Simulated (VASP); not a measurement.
Crystal: BeTe.

```
Be Te
1.0
     0.00000    2.77000    2.77000
     2.77000    0.00000    2.77000
     2.77000    2.77000    0.00000
Be Te
1 1
Direct
  0.00000 0.00000 0.00000
  0.25000 0.25000 0.25000
```

| Item | Value |
| --- | --- |
| Program | VASP 6.6.1 |
| Task | relaxation of cell and atoms |
| Functional | PBEsol |
| Potentials or basis | VASP PAW PBE potentials, release 64 (Be, Te) |
| Cutoff | 600 eV |
| k mesh | 8 × 8 × 8 |
| Occupations | gaussian, width 0.03 eV |
| Spin | no spin polarisation |

At the start: pressure 2.5 GPa; volume 21.25 Å³/atom.

Where does the relaxation end?

Over 3 steps the energy falls by 6.5 meV/atom and the volume is 22.10 Å³/atom (+4.0 %); space group F-43m (No. 216, to 0.05 Å).

Step by step:
```
step  energy change (eV)  largest force (eV/Å)  pressure (GPa)  volume (Å³)
   1              0.0000                0.0000            2.54        42.51
   2             -0.0122                0.0000           -0.55        44.61
   3             -0.0129                0.0000            0.00        44.19
```

Final structure:
```xyz
2
Lattice="0.0000 2.8061 2.8061 2.8061 0.0000 2.8061 2.8061 2.8061 0.0000" Properties=species:S:1:pos:R:3 pbc="T T T"
Be    0.0000    0.0000    0.0000
Te    1.4031    1.4031    1.4031
```

Caveat: the PAW data sets were made with another functional, which shifts forces and pressure a little.
